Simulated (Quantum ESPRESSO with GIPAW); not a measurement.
# SiO2: which site gives which 17O line?

The values are calculated: DFT, PBEsol, plane-wave PAW (pslibrary 1.0.0 recipes), scalar-relativistic, GIPAW shieldings (Quantum ESPRESSO with GIPAW, a patched development version). Shieldings are without the macroscopic shape term, which is common to all sites.

```cif
data_structure
_symmetry_space_group_name_H-M 'P 1'
_symmetry_Int_Tables_number 1
_cell_length_a 5.0691
_cell_length_b 5.0691
_cell_length_c 8.5585
_cell_angle_alpha 90.000
_cell_angle_beta 90.000
_cell_angle_gamma 120.000
_cell_volume 190.45
loop_
_atom_site_label
_atom_site_type_symbol
_atom_site_fract_x
_atom_site_fract_y
_atom_site_fract_z
_atom_site_occupancy
Si1 Si 0.33333 0.66667 0.43761 1
Si2 Si 0.33333 0.66667 0.06239 1
Si3 Si 0.66667 0.33333 0.56239 1
Si4 Si 0.66667 0.33333 0.93761 1
O5 O 0.41415 0.00000 0.00000 1
O6 O 0.33333 0.66667 0.25000 1
O7 O 0.66667 0.33333 0.75000 1
O8 O 0.00000 0.58585 0.50000 1
O9 O 0.58585 0.58585 0.00000 1
O10 O 0.58585 0.00000 0.50000 1
O11 O 0.41415 0.41415 0.50000 1
O12 O 0.00000 0.41415 0.00000 1
```

The cell is a computed entry of the Materials Project; it need not be the form that is stable at ambient conditions. The coordinates shown are those after relaxation (atoms relaxed).

The O sites:

```csv
site,atom no.,atoms in cell,site symmetry,surroundings,bonds (Å)
O(1),5,6,2,"bridging Si-O-Si, 149°",1.617
O(2),6,2,32,"bridging Si-O-Si, 180°",1.606
```

The lines, in order of position:

| line | σ_iso (ppm) | relative area | span (ppm) | skew |
| --- | --- | --- | --- | --- |
| A | 215.9 | 1 | 96.7 | 1.00 |
| B | 213.8 | 3 | 92.5 | 0.97 |

Q: Assign the lines to the sites.

A: A is O(2) (bridging Si-O-Si, 180°); B is O(1) (bridging Si-O-Si, 149°). The areas settle A and B, whose multiplicities are unique. O(2) lies on an axis of order three or more, which demands an axial or isotropic tensor.

[Banner, clock, file and message-heading lines were taken out of the pw.x and gipaw.x logs.]

[Logs are printed without paths, hosts, clocks, repeated set-up lines and the standing remarks that a program may print on its own settings, such as how far it seeks lower states.]

[Hosts, paths, dates, database ids (printed as entryN), source tags and the programs' standing remarks are cut or masked in the printed files.]
